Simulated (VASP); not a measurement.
Crystal: Mo.

```
CELL_PARAMETERS angstrom
-1.58381 1.58381 1.58381
1.58381 -1.58381 1.58381
1.58381 1.58381 -1.58381
ATOMIC_POSITIONS crystal
Mo 0.00000 0.00000 0.00000
```

| Quantity | Value |
| --- | --- |
| Program | VASP 6.6.1 |
| Task | relaxation of cell and atoms |
| Functional | revPBE |
| Dispersion | D4 |
| Potentials or basis | VASP PAW PBE potentials, release 64 (Mo_sv) |
| Cutoff | 600 eV |
| k mesh | 12 × 12 × 12 |
| Occupations | fermi-dirac, width 0.05 eV |
| Spin | no spin polarisation |

At the start: pressure -8.3 GPa; volume 15.89 Å³/atom.

**Question.** How do energy, volume and symmetry change on relaxing?

**Answer.** Over 4 steps the energy falls by 13.5 meV/atom and the volume is 15.39 Å³/atom (-3.2 %); space group Im-3m (No. 229, to 0.05 Å).

The path:
| step | energy change (eV) | largest force (eV/Å) | pressure (GPa) | volume (Å³) |
| --- | --- | --- | --- | --- |
| 1 | 0.0000 | 0.0000 | -8.29 | 15.89 |
| 2 | 0.1002 | 0.0000 | 30.02 | 14.07 |
| 3 | -0.0135 | 0.0000 | -0.30 | 15.41 |
| 4 | -0.0135 | 0.0000 | -0.05 | 15.39 |

Final structure:
```yaml
crystal:
  lattice:
    - [-1.56698, 1.56698, 1.56698]
    - [1.56698, -1.56698, 1.56698]
    - [1.56698, 1.56698, -1.56698]
  atoms:
    - { symbol: Mo, position: [0.00000, 0.00000, 0.00000] }
```

Caveat: the PAW data sets were made with another functional, which shifts forces and pressure a little; pairwise dispersion overbinds metals, which lowers pressure and volume.
